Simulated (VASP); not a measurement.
Here is a VASP 6.6.1 calculation.

File INCAR:

```
SYSTEM = C
PREC     = Accurate       ! precision mode
ENCUT    = 520            ! plane-wave cutoff, eV
EDIFF    = 1E-7           ! SCF threshold, eV
ISMEAR   = -1             ! smearing method
SIGMA    = 0.1            ! smearing width, eV
LREAL    = .False.        ! projectors in reciprocal space
LASPH    = .True.         ! aspherical terms in the spheres
NELM     = 60             ! most SCF steps
ALGO     = Fast           ! electronic algorithm
ISIF     = 2              ! what is computed and relaxed
LWAVE    = .False.        ! write WAVECAR
LCHARG   = .False.        ! write CHGCAR
GGA      = PE             ! functional
NBANDS   = 31             ! bands
```

Contents of KPOINTS:

```
regular mesh
0
Gamma
  4 4 4
  0 0 0
```

Contents of POSCAR:

```
C
1.0
    1.2610515900      0.7280684700     10.2964300000
   -1.2610515900      0.7280684700     10.2964300000
    0.0000000000     -1.4561369500     10.2964300000
C
10
Direct
    0.0250000000      0.0250000000      0.0250000000
    0.9750000000      0.9750000000      0.9750000000
    0.1083000000      0.1083000000      0.1083000000
    0.8917000000      0.8917000000      0.8917000000
    0.1583000000      0.1583000000      0.1583000000
    0.8417000000      0.8417000000      0.8417000000
    0.3750000000      0.3750000000      0.3750000000
    0.6250000000      0.6250000000      0.6250000000
    0.4250000000      0.4250000000      0.4250000000
    0.5750000000      0.5750000000      0.5750000000
```

Potentials or basis: VASP PAW PBE potentials, release 64 (C).

Command:

```sh
$ cat potpaw_PBE.64/C/POTCAR > POTCAR
$ mpirun -np 1 vasp_std > vasp.out
```

(1) Predict the pressure.

(2) Estimate the largest force.

(3) Predict the band gap on the k mesh.

Results:

(1) 3.4 GPa.

(2) 0.408 eV/Å.

(3) 4.49 eV, indirect (least direct gap 5.25 eV).

Caveat: the k mesh is coarse (spacing up to 0.72 Å⁻¹), so the values aren't converged.
